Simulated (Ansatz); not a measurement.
## (ZnS)2(CuCl)2 [001] superlattice, started as zinc blende: the cell at rest

Wanted: the relaxed cell of (ZnS)2(CuCl)2 [001] superlattice, started as zinc blende.

Method: DFT PBE, scalar-relativistic, plane waves, PAW, in Ansatz 0.2.0.

The structure was built from a prototype and need not be the compound's stable phase.

**1. Set-up**

It takes space group Pmm2 (No. 25, orthorhombic). Conventional cell: a = 3.825 Å, b = 3.825 Å, c = 10.820 Å, α = 90.00°, β = 90.00°, γ = 90.00°. Cl has 4 Cu at 2.34 Å nearest. Nearest to Cl lie 2 Zn at 2.34 Å and 2 Cu at 2.34 Å. Cu has 2 Cl at 2.34 Å and 2 S at 2.34 Å nearest. Cu has 4 Cl at 2.34 Å nearest. Nearest to S lie 4 Zn at 2.34 Å. Nearest to S lie 2 Zn at 2.34 Å and 2 Cu at 2.34 Å. Farther neighbours and most contacts between anions are not listed.

**2. A coarse first look**

First a cheap look: the gap decides the mesh and the occupations, the pressure tells how far the cell has to move.

input.yaml

```yaml
crystal:
  lattice:
    - [2.705, 2.705, 0.0]
    - [-2.705, 2.705, 0.0]
    - [0.0, 0.0, 10.82]
  atoms:
    - { symbol: Cl, position: [0.5, 0.0, 0.625] }
    - { symbol: Cl, position: [1.0, 0.5, 0.875] }
    - { symbol: Cu, position: [0.0, 0.0, 0.5] }
    - { symbol: Cu, position: [0.5, 0.5, 0.75] }
    - { symbol: S, position: [0.5, 0.0, 0.125] }
    - { symbol: S, position: [1.0, 0.5, 0.375] }
    - { symbol: Zn, position: [0.0, 0.0, 0.0] }
    - { symbol: Zn, position: [0.5, 0.5, 0.25] }
kpoints:
  mp_grid: { grid: [6, 6, 2] }
hamiltonian:
  xc: pbe
scf:
  occupations: { method: gaussian, width: 0.1 }
output:
  forces: true
  stress: true
  eigenvalues: true
```

Run with:

```bash
$ ansatz run input.yaml --threads 8 --pin off --max-ram 14336MiB --backend cpu --events-out ev --progress --plain --runs-dir out
```

Numbers of over 12 decimals in the logs are rounded to 6 here.

Log:

```text
Engine: ansatz 0.2.0, aarch64-unknown-linux-gnu
Pseudopotentials: kind: paw
Pseudopotential: Cl, paw, valence charge 7, recommended cutoff 420 eV (normal), Cl.paw.azcp
Pseudopotential: Cu, paw, valence charge 19, recommended cutoff 420 eV (normal), Cu.paw.azcp
Pseudopotential: S, paw, valence charge 6, recommended cutoff 420 eV (normal), S.paw.azcp
[...]
k-point 0: bands = [... 40 lower, 6.2996, 7.2240, 7.3132, 7.4532, 7.8695, 9.3696, 9.7436, 10.5265, ... 3 higher]
  k-point 1: bands = [... 40 lower, 6.3589, 6.8748, 7.2768, 7.8511, 8.2039, 9.0514, 9.7055, 10.0482, ... 3 higher]
  k-point 2: bands = [... 40 lower, 6.3929, 7.0594, 7.2810, 7.3155, 8.3218, 9.7100, 10.1295, 10.6225, ... 3 higher]
  k-point 31: bands = [... 40 lower, 6.3520, 6.3851, 6.4547, 6.5868, 9.8608, 9.9847, 10.0114, 11.0328, ... 3 higher]
[key lines of the parts left out:]
SCF converged after 11 iterations
Free energy (F): -23855.711375 eV
Fermi energy:    7.949346 eV
P = ⅓ Tr σ = 0.9775 GPa (9.775 kbar)
```

Wall time 3.8 s (8 threads of Arm Neoverse V2, shared host); peak memory 0.69 GiB.

This run has no spin polarisation, although Cu can carry a moment.

Numbers from this step:

```
pressure          : 0.9775 GPa
volume per atom   : 19.79 Å³
gap on the k-mesh : 0 eV
```

The coarse mesh shows no gap and a pressure of 1.0 GPa.

**3. Rough relaxation**

The start is far from rest, so a relaxation with loose tolerances brings it close first.

Edit input.yaml of step 2 so:

```diff
@@ -24 +24,6 @@
   eigenvalues: true
+relax:
+  adjacent_minimum: "off"
+  f_tol: 0.05
+  max_steps: 80
+  cell: { stress_tol: 0.5 }
```

Log:

```text
[...]
Crystal: 8 atoms, lattice volume = 158.340 Å³
Basis set: ecut = 420 eV, 3061 PW (Γ), exchange–correlation on 54×54×150 points (8 copies of the dense FFT grid, shifted against one another)
Bands: 53, of which v1, the nominal top of the filled ones, is band 44 counted from 1 (43 counted from 0)
Symmetry: 4 space group operations
[...]
k-points: 32 of 72
[...]
- [-2.808541, 2.808541, 0]
    - [0, 0, 10.790827]
  atoms:
    - { symbol: Cl, position: [0.500000, 0, 0.634885] }
    - { symbol: Cl, position: [1.0, 0.5, 0.882318] }
    - { symbol: Cu, position: [0, 0, 0.464739] }
    - { symbol: Cu, position: [0.500000, 0.500000, 0.727520] }
    - { symbol: S, position: [0.500000, 0, 0.129577] }
    - { symbol: S, position: [1.0, 0.5, 0.379459] }
    - { symbol: Zn, position: [0, 0, 0.017867] }
    - { symbol: Zn, position: [0.500000, 0.500000, 0.263636] }
[key lines of the parts left out:]
SCF converged after 7 iterations
Free energy (F): -23856.168771 eV
Fermi energy:    6.978017 eV
P = ⅓ Tr σ = -0.0225 GPa (-0.225 kbar)
```

Run time: 38 s. Hardware: 8 threads; peak memory 0.77 GiB; 4.7 min of CPU time.

The steps of the relaxation:

| step | energy less that of the first step (eV) | largest force component (eV/Å) | pressure (GPa) | volume (Å³) |
| --- | --- | --- | --- | --- |
| 1 | 0.0000 | 1.3201 | 0.98 | 158.34 |
| 2 | -0.2091 | 0.8219 | 0.62 | 159.60 |
| 3 | -0.4006 | 0.3002 | 0.32 | 162.30 |
| 4 | -0.4298 | 0.2085 | 0.23 | 163.08 |
| 5 | -0.4484 | 0.1884 | -0.20 | 166.11 |
| 6 | -0.4527 | 0.0805 | 0.35 | 165.23 |
| 7 | -0.4538 | 0.0601 | -0.12 | 166.51 |
| 8 | -0.4547 | 0.0108 | -0.02 | 166.08 |
| 9* | -0.4574 | 0.0108 | -0.02 | 166.08 |

Relaxation steps marked * repeat the geometry before them on a plane-wave basis chosen anew for their cell, so energy and pressure can jump there.

The run keeps the 4 symmetry operations that it works with, so distortions that break them were not tested.

| conventional cell, symmetrised | before | after | change |
| --- | --- | --- | --- |
| a (Å) | 3.825 | 3.875 | +1.3 % |
| b (Å) | 3.825 | 3.972 | +3.8 % |
| c (Å) | 10.820 | 10.791 | -0.3 % |
| volume (Å³/atom) | 19.79 | 20.76 | +4.9 % |

The atoms that moved most (Å, as changes of fractional coordinates times the final cell):

| atom | dx | dy | dz | length |
| --- | --- | --- | --- | --- |
| Cu3 | 0.000 | 0.000 | -0.380 | 0.380 |
| Cu4 | 0.000 | 0.000 | -0.243 | 0.243 |
| Zn7 | 0.000 | 0.000 | 0.193 | 0.193 |
| Zn8 | 0.000 | 0.000 | 0.147 | 0.147 |
| Cl1 | 0.000 | 0.000 | 0.107 | 0.107 |
| Cl2 | 0.000 | 0.000 | 0.079 | 0.079 |
| S5 | 0.000 | 0.000 | 0.049 | 0.049 |
| S6 | 0.000 | 0.000 | 0.048 | 0.048 |

The relaxed structure:

```cif
data_structure
_symmetry_space_group_name_H-M 'P 1'
_symmetry_Int_Tables_number 1
_cell_length_a 3.8749
_cell_length_b 3.9719
_cell_length_c 10.7908
_cell_angle_alpha 90.000
_cell_angle_beta 90.000
_cell_angle_gamma 90.000
_cell_volume 166.08
loop_
_atom_site_label
_atom_site_type_symbol
_atom_site_fract_x
_atom_site_fract_y
_atom_site_fract_z
_atom_site_occupancy
Cl1 Cl 0.50000 0.00000 0.63488 1
Cl2 Cl 0.00000 0.50000 0.88232 1
Cu3 Cu 0.00000 0.00000 0.46474 1
Cu4 Cu 0.50000 0.50000 0.72752 1
S5 S 0.50000 0.00000 0.12958 1
S6 S 0.00000 0.50000 0.37946 1
Zn7 Zn 0.00000 0.00000 0.01787 1
Zn8 Zn 0.50000 0.50000 0.26364 1
```

A gap read on the k-mesh alone can miss the band edges.

Numbers from this step:

```
pressure           : -0.02252 GPa
volume per atom    : 20.76 Å³
gap on the k-mesh  : 0.4586 eV
direct gap on mesh : 0.4668 eV
```

In this step the volume went from 19.79 to 20.76 Å³/atom.

**4. Relaxation**

Harmonic phonons are second derivatives at a point where the forces vanish, and they are wanted at zero stress, so atoms and cell are relaxed first.

input.yaml

```yaml
crystal:
  lattice:
    - [2.7399806821, 2.7399806821, 0.0]
    - [-2.8085406177, 2.8085406177, 0.0]
    - [0.0, 0.0, 10.7908270241]
  atoms:
    - { symbol: Cl, position: [0.5, 0.0, 0.6348847694] }
    - { symbol: Cl, position: [1.0, 0.5, 0.8823177035] }
    - { symbol: Cu, position: [0.0, 0.0, 0.4647391142] }
    - { symbol: Cu, position: [0.5, 0.5, 0.7275197495] }
    - { symbol: S, position: [0.5, 0.0, 0.1295769089] }
    - { symbol: S, position: [1.0, 0.5, 0.3794586788] }
    - { symbol: Zn, position: [0.0, 0.0, 0.0178671052] }
    - { symbol: Zn, position: [0.5, 0.5, 0.2636359705] }
kpoints:
  mp_grid: { grid: [8, 8, 4] }
hamiltonian:
  xc: pbe
scf:
  occupations: { method: gaussian, width: 0.02 }
output:
  forces: true
  stress: true
  eigenvalues: true
relax:
  adjacent_minimum: "off"
  f_tol: 0.005
  max_steps: 80
  cell: { stress_tol: 0.05 }
```

Log:

```text
[...]
Crystal: 8 atoms, lattice volume = 166.078 Å³
Basis set: ecut = 420 eV, 3293 PW (Γ), exchange–correlation on 54×54×150 points (8 copies of the dense FFT grid, shifted against one another)
Bands: 53, of which v1, the nominal top of the filled ones, is band 44 counted from 1 (43 counted from 0)
[... 1 set-up line as in the run before ...]
[...]
k-points: 75 of 256 (time reversal used)
[...]
SCF iter   1: F=—  HF=-23856.177745 eV  |F-HF|=—  |Δ(HF+E_count)|=         —  Δρ=2.51e-3  dr2=3.50e-2  ethr=1.77e-3  ⟨swp⟩=7.2  Hψ=15877  notcnv=0  defer=3
[...]
SCF iter  10: F=-23856.171703 eV  HF=-23856.171703 eV  |F-HF|=2.06e-8  |Δ(HF+E_count)|=   2.46e-7  Δρ=6.56e-6  dr2=6.56e-8  ethr=1.14e-10  ⟨swp⟩=8.5  Hψ=17048  notcnv=0
SCF 1 converged in 10 iterations: F = -23856.171703 eV  dr2 = 6.56e-8
[...]
relax step   1: F+E_penalty+E_count = -23856.17170341 eV  Δ(F+E_penalty+E_count) = +0.000e0 eV  max|allowed force component| = 1.171e-2 eV/Å  Δτ_max = 0.0000 Å  P = -0.024 GPa  Ω = 166.078 Å³  (10 SCF iters, dr2 threshold 1.00e-7 eV, accepted)
Crystal: 8 atoms, lattice volume = 166.043 Å³
[...]
SCF iter   7: F=-23856.171746 eV  HF=-23856.171746 eV  |F-HF|=1.78e-9  |Δ(HF+E_count)|=   2.81e-9  Δρ=1.58e-6  dr2=3.58e-9  ethr=9.74e-12  ⟨swp⟩=4.0  Hψ=13277  notcnv=0
SCF 2 converged in 7 iterations: F = -23856.171746 eV  dr2 = 3.58e-9
relax step   2: F+E_penalty+E_count = -23856.17174605 eV  Δ(F+E_penalty+E_count) = -4.264e-5 eV  max|allowed force component| = 6.168e-3 eV/Å  Δτ_max = 0.0019 Å  P = -0.009 GPa  Ω = 166.043 Å³  energy of the carried Pulay correction = +1.191e-5 eV  (7 SCF iters, dr2 threshold 8.57e-9 eV, accepted)
Crystal: 8 atoms, lattice volume = 166.019 Å³
[...]
SCF iter   8: F=-23856.171763 eV  HF=-23856.171763 eV  |F-HF|=1.82e-11  |Δ(HF+E_count)|=  4.58e-10  Δρ=8.25e-7  dr2=1.00e-9  ethr=2.70e-12  ⟨swp⟩=4.0  Hψ=13103  notcnv=0
SCF 3 converged in 8 iterations: F = -23856.171763 eV  dr2 = 1.00e-9
relax step   3: F+E_penalty+E_count = -23856.17176268 eV  Δ(F+E_penalty+E_count) = -1.663e-5 eV  max|allowed force component| = 1.022e-3 eV/Å  Δτ_max = 0.0016 Å  P = +0.000 GPa  Ω = 166.019 Å³  energy of the carried Pulay correction = +2.003e-5 eV  (8 SCF iters, dr2 threshold 2.38e-9 eV, accepted)
[...]
SCF iter   1: F=—  HF=-23856.171782 eV  |F-HF|=—  |Δ(HF+E_count)|=         —  Δρ=1.57e-6  dr2=2.50e-9  ethr=1.89e-7  ⟨swp⟩=3.1  Hψ=27091  notcnv=0
eigensolver tolerance schedule: the retry pair's looser diagonalisation over-reported the residual by 66411.61 of it (diagonalisation noise at an unbounded share of the residual, at the tolerance the schedule requests for it); recorded, not acted on — ethr = c·dr2/N_el stays at c = 1.0e-1
[...]
SCF iter   2: F=—  HF=-23856.171746 eV  |F-HF|=—  |Δ(HF+E_count)|=   3.59e-5  Δρ=1.48e-6  dr2=2.25e-9  ethr=2.84e-12  ⟨swp⟩=3.2  Hψ=10558  notcnv=0
[...]
SCF iter   6: F=-23856.171746 eV  HF=-23856.171746 eV  |F-HF|=1.09e-11  |Δ(HF+E_count)|=  1.46e-11  Δρ=1.19e-7  dr2=3.32e-11  ethr=1.00e-12  ⟨swp⟩=4.1  Hψ=12942  notcnv=0
SCF 4 converged in 6 iterations: F = -23856.171746 eV  dr2 = 3.32e-11
relax step   4: F+E_penalty+E_count = -23856.17174578 eV  Δ(F+E_penalty+E_count) = +1.690e-5 eV  max|allowed force component| = 1.017e-3 eV/Å  Δτ_max = 0.0000 Å  P = +0.000 GPa  Ω = 166.019 Å³  stress off target by 4.50e-3 GPa  SCF on the basis re-selected at this cell (its energy is not comparable with the rows above)  (6 SCF iters)
basis re-selected at this cell: Δ(F+E_penalty+E_count) = +1.690e-5 eV, ΔP = -0.000 GPa vs the last step (what re-selecting the basis moved, of the pressure what is left beyond the Pulay correction that the steps carried, after the strain that the cell walked since its last selection, with what the two solves' SCF thresholds leave and, on support functions, any second-order correction that the steps lacked; it is no m [...]
SCF converged after 6 iterations
Free energy (F): -23856.171746 eV
[...]
Internal energy: -23856.171746 eV  (E = F + TS)
E sigma→0 (E₀):  -23856.171746 eV
Fermi energy:    6.962176 eV
[...]
--- Forces (eV/Å), atoms counted from 1 ---
  atom   1  Cl    -0.00000000     0.00000000    -0.00073424
  atom   2  Cl    -0.00000000    -0.00000000    -0.00031681
  atom   3  Cu    -0.00000000     0.00000000     0.00038748
  atom   4  Cu     0.00000000     0.00000000     0.00101694
  atom   5  S      0.00000000    -0.00000000     0.00016718
  atom   6  S     -0.00000000    -0.00000000    -0.00033608
  atom   7  Zn     0.00000000    -0.00000000    -0.00011412
  atom   8  Zn     0.00000000    -0.00000000    -0.00007017
  max |Σ_I F_I| component: 1.79e-7 eV/Å
--- Stress (GPa, compression-positive) ---
        0.000398      -0.004106       0.000000
       -0.004106       0.000398       0.000000
        0.000000       0.000000       0.000634
  P = ⅓ Tr σ = 0.0005 GPa (0.005 kbar)
--- Band table (eV; the first three rows and the last of 75) ---
  k-point 0: bands = [... 40 lower, 6.0172, 6.0308, 6.2824, 6.7242, 7.1925, 8.9848, 9.0657, 9.6669, ... 5 higher]
  k-point 1: bands = [... 40 lower, 6.0142, 6.0276, 6.1672, 6.7124, 7.4477, 8.8172, 9.0720, 9.5460, ... 5 higher]
  k-point 2: bands = [... 40 lower, 5.9958, 6.0384, 6.0520, 6.7003, 7.7721, 8.5272, 9.0864, 9.4846, ... 5 higher]
  k-point 74: bands = [... 40 lower, 5.4643, 5.5255, 5.6786, 5.8109, 9.2237, 9.5451, 9.5602, 10.3781, ... 5 higher]
--- Relaxed structure (3 steps of the walk, 3 accepted, 1 SCFs on fresh bases) ---
[...]
cell:  # Å, volume = 166.0192 Å³
    - [2.740322, 2.740322, 0]
    - [-2.807415, 2.807415, 0]
    - [0, 0, 10.789964]
  atoms:
    - { symbol: Cl, position: [0.5, 0, 0.634561] }
    - { symbol: Cl, position: [1.000000, 0.5, 0.882439] }
    - { symbol: Cu, position: [0, 0, 0.464662] }
    - { symbol: Cu, position: [0.500000, 0.500000, 0.727479] }
    - { symbol: S, position: [0.5, 0, 0.129682] }
    - { symbol: S, position: [1.000000, 0.5, 0.379439] }
    - { symbol: Zn, position: [0, 0, 0.018056] }
    - { symbol: Zn, position: [0.500000, 0.500000, 0.263682] }
```

Wall time 38 s (8 threads); peak memory 0.99 GiB.

Little changed from the start: no atom moved by 0.005 Å and no cell edge by 0.1 %.

This step gave:

```yaml
pressure: 4.76e-4 GPa
gap_on_the_k_mesh: 0.4617 eV
volume_per_atom: 20.75 Å³
direct_gap_on_mesh: 0.4682 eV
```

In this step the volume went from 20.76 to 20.75 Å³/atom.

**5. Relaxing to small forces for the phonons**

Phonons need a cell at rest on their own settings, so the relaxation is repeated with tight tolerances on forces and stress on the k mesh and occupations of the first response run.

input.yaml

```yaml
crystal:
  lattice:
    - [2.7403223128, 2.7403223128, 0.0]
    - [-2.8074150444, 2.8074150444, 0.0]
    - [0.0, 0.0, 10.7899636415]
  atoms:
    - { symbol: Cl, position: [0.5, 0.0, 0.6345608384] }
    - { symbol: Cl, position: [1.0, 0.5, 0.8824392107] }
    - { symbol: Cu, position: [0.0, 0.0, 0.4646618703] }
    - { symbol: Cu, position: [0.5, 0.5, 0.7274790334] }
    - { symbol: S, position: [0.5, 0.0, 0.1296823767] }
    - { symbol: S, position: [1.0, 0.5, 0.3794389012] }
    - { symbol: Zn, position: [0.0, 0.0, 0.0180556099] }
    - { symbol: Zn, position: [0.5, 0.5, 0.2636821594] }
kpoints:
  mp_grid: { grid: [8, 8, 4] }
hamiltonian:
  xc: pbe
scf:
  occupations: { method: fixed }
output:
  forces: true
  stress: true
  eigenvalues: true
relax:
  adjacent_minimum: "off"
  f_tol: 0.001
  max_steps: 60
  cell: { stress_tol: 0.01 }
```

Log:

```text
[...]
Crystal: 8 atoms, lattice volume = 166.019 Å³
Basis set: ecut = 420 eV, 3293 PW (Γ), exchange–correlation on 54×54×150 points (8 copies of the dense FFT grid, shifted against one another)
Bands: 53, of which v1, the nominal top of the filled ones, is band 44 counted from 1 (43 counted from 0)
[... 1 set-up line as in the run before ...]
[...]
- [-2.807376, 2.807376, 0]
    - [0, 0, 10.790349]
  atoms:
    - { symbol: Cl, position: [0.500000, 0, 0.634560] }
    - { symbol: Cl, position: [1.000000, 0.500000, 0.882439] }
    - { symbol: Cu, position: [0, 0, 0.464663] }
    - { symbol: Cu, position: [0.5, 0.5, 0.727486] }
    - { symbol: S, position: [0.500000, 0, 0.129682] }
    - { symbol: S, position: [1.000000, 0.500000, 0.379436] }
    - { symbol: Zn, position: [0, 0, 0.018054] }
    - { symbol: Zn, position: [0.5, 0.5, 0.263679] }
[key lines of the parts left out:]
SCF converged after 7 iterations
Free energy (F): -23856.171745 eV
Fermi energy:    6.730949 eV
P = ⅓ Tr σ = 0.0003 GPa (0.003 kbar)
```

Elapsed: 30 s, on 8 threads; peak memory 0.97 GiB; 3.9 min of CPU time.

Little changed from the start: no atom moved by 0.005 Å and no cell edge by 0.1 %.

Numbers from this step:

```yaml
pressure: 3.05e-4 GPa
gap_on_the_k_mesh: 0.4614 eV
direct_gap_on_mesh: 0.4680 eV
```

The largest force component left is 0.86 meV/Å and the pressure is 0.000 GPa, within the tolerances set. The cell now holds 20.75 Å³/atom.

**6. What came out**

```
space group after relaxation (within 0.01 Å) : Pmm2
lattice constant a                           : 3.875 Å
lattice constant b                           : 3.970 Å
lattice constant c                           : 10.790 Å
volume per atom                              : 20.8 Å³
gap on the k-mesh                            : 0.461 eV
```

**Reading.** The largest force component left is 0.86 meV/Å and the pressure is 0.000 GPa, within the tolerances set. The cell now holds 20.75 Å³/atom. The relaxation keeps the symmetry of its start, so it says nothing on stability against lower symmetry. The starting cell was built on a prototype and not taken from a measurement, so the phase need not exist.

[Logs are printed without paths, hosts, clocks, repeated set-up lines and the standing remarks that a program may print on its own settings, such as how far it seeks lower states.]

[Hosts, paths, dates, database ids (printed as entryN), source tags and the programs' standing remarks are cut or masked in the printed files.]
